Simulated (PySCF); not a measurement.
# C5H6N: the cost of one run

Programs: PySCF 2.14.0, with routines of our own; each step states its level. All values are computed. Atoms count from 0.

## (1) The starting structure

12 atoms, charge 1, multiplicity 1; geometry from: GFN2-xTB.

## (2) Optimising the geometry at PBE0-D3(BJ)/def2-SVP

What the job is given:

```
{"job": {"xc": "PBE0", "basis": "def2-SVP", "d3": "d3bj", "grid": 1, "kind": "geom"}, "charge": 1, "multiplicity": 1}
C      1.389274    -0.009469     0.025656
C      0.695821     1.196595     0.018216
C     -0.684373     1.176941    -0.010637
N     -1.334401     0.008924    -0.029785
C     -0.699706    -1.167649    -0.022612
C      0.680053    -1.206116     0.006264
H      2.468568    -0.016690     0.047436
H      1.220153     2.139106     0.033987
H     -1.272925     2.082934    -0.017975
H     -2.353009     0.015785    -0.050694
H     -1.300114    -2.065511    -0.039044
H      1.191858    -2.155534     0.013161
```

Run with:

```console
$ OMP_NUM_THREADS=1 python excited_run.py task.json out
```

The driver reads the jobs from task.json and runs them one after another.

Q: Estimate the wall time and peak memory of this first job on 1 thread of Arm Neoverse N1, shared host.

About 25 s, with a peak of 0.5 GiB.
